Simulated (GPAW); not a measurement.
**Hf: relaxation of cell and atoms with PBEsol**

The system is Hf.

```
Hf
1.0
    -1.80500    1.80500    1.80500
     1.80500   -1.80500    1.80500
     1.80500    1.80500   -1.80500
Hf
1
Direct
  0.00000 0.00000 0.00000
```

This isn't the form of Hf at room conditions, which is hcp.

```json
{
  "Program": "GPAW 26.7.0",
  "Task": "relaxation of cell and atoms",
  "Functional": "PBEsol",
  "Potentials or basis": "PAW data sets generated in the run's folder for this functional",
  "Cutoff": "600 eV",
  "Basis": "pw",
  "k mesh": "10 × 10 × 10",
  "Occupations": "fermi-dirac, width 0.05 eV",
  "Spin": "no spin polarisation",
  "Target pressure": "20 GPa",
  "Maxiter": "150",
  "Optimizer": "BFGS",
  "Fmax": "0.02 eV/Å",
  "Max steps": "60",
  "Convergence": "density=1e-05 forces=0.0001"
}
```

* Relaxed volume: 18.41 Å³/atom
* Relaxed cell: a = 2.881 Å, b = 2.881 Å, c = 2.881 Å, α = 109.47°, β = 109.47°, γ = 109.47°
* Space group after relaxing (to 0.05 Å): Im-3m (No. 229)
* Energy change on relaxing (the enthalpy is what falls): +111.4 meV/atom
* Ionic steps: 4
* Pressure after relaxing: 20.0 GPa
* Band gap on the k mesh: none (metal or under the smearing width)

Step by step:
| step | energy change (eV) | largest force (eV/Å) | pressure (GPa) | volume (Å³) |
| --- | --- | --- | --- | --- |
| 1 | 0.0000 | 0.0000 | -8.66 | 23.52 |
| 2 | -0.0040 | 0.0000 | 10.68 | 19.64 |
| 3 | 0.1170 | 0.0000 | 20.38 | 18.36 |
| 4 | 0.1114 | 0.0000 | 19.97 | 18.41 |

Final structure:
```yaml
crystal:
  lattice:
    - [-1.66337, 1.66337, 1.66337]
    - [1.66337, -1.66337, 1.66337]
    - [1.66337, 1.66337, -1.66337]
  atoms:
    - { symbol: Hf, position: [0.00000, 0.00000, 0.00000] }
```

Levels at points of the mesh, in eV from the Fermi level:
```
           k point  band 4  band 5  band 6  band 7  band 8  band 9
(0.00, 0.00, 0.00)  -29.14   -7.64    1.57    1.57    1.57    4.94
(0.50, 0.50, 0.00)  -29.15   -4.09   -0.97    1.96    4.91    6.11
(0.50, 0.50, 0.50)  -30.18   -3.59   -3.59    8.28    8.28    8.28
```

Wall time 42 s on 1 thread of Arm Neoverse V1, with other jobs on the host, peak memory 0.16 GiB.

Caveat: later steps reuse the first step's grids; the volume moved by over 15 % at a fixed basis, so the end points are rough. Spin-orbit coupling is left out, which matters for the levels of Hf.
